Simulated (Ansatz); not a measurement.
## Si: relaxation of cell and atoms with RPBE+D3(BJ)

Crystal: Si.

```xyz
1
Lattice="2.6205 0.0000 0.0000 -1.3103 2.2695 0.0000 0.0000 0.0000 2.4664" Properties=species:S:1:pos:R:3 pbc="T T T"
Si    0.0000    0.0000    0.0000
```

This isn't the form of Si at room conditions, which is diamond.

```
Program             : Ansatz 0.2.0
Task                : relaxation of cell and atoms
Functional          : RPBE
Dispersion          : D3(BJ)
Potentials or basis : Ansatz PAW
Cutoff              : 420 eV (not typed: the program's choice for these potentials)
k mesh              : 12 × 12 × 11
Occupations         : fermi-dirac, width 0.05 eV
Spin                : no spin polarisation
```

```
Relaxed volume                         : 12.57 Å³/atom
Relaxed cell                           : a = 2.477 Å, b = 2.477 Å, c = 2.365 Å, α = 90.00°, β = 90.00°, γ = 120.00°
Space group after relaxing (to 0.05 Å) : P6/mmm (No. 191)
Energy gained by relaxing              : 148.0 meV/atom
Ionic steps                            : 5
Pressure after relaxing                : 0.0 GPa
Band gap on the k mesh                 : none (metal or under the smearing width)
```

Step by step:
```
step  energy change (eV)  largest force (eV/Å)  volume (Å³)
   1              0.0000                0.0000        14.67
   2             -0.1439                0.0000        12.88
   3             -0.1475                0.0000        12.48
   4             -0.1481                0.0000        12.57
   5             -0.1480                0.0000        12.57
```

Final structure:
```
Si
1.0
     2.47729    0.00000    0.00000
    -1.23864    2.14540    0.00000
     0.00000    0.00000    2.36510
Si
1
Direct
  0.00000 0.00000 0.00000
```

Levels at points of the mesh, in eV from the Fermi level:
```tsv
k point	band 1	band 2	band 3	band 4	band 5	band 6
(0.00, 0.00, 0.00)	-15.63	7.42	8.67	12.56	12.56	13.07
(0.00, -0.50, 0.00)	-7.95	-7.87	6.16	6.75	14.81	15.68
```

Wall time 3 s on 2 threads of Arm Neoverse V1 (shared host), peak memory 0.27 GiB.

Caveat: the plane-wave basis is chosen anew once the cell has moved, so the energies of steps on either side of that aren't comparable; pairwise dispersion overbinds metals, which lowers pressure and volume; the PAW data sets come from PBE, with cores solved anew for the run's functional, which leaves a small shift of forces and pressure.
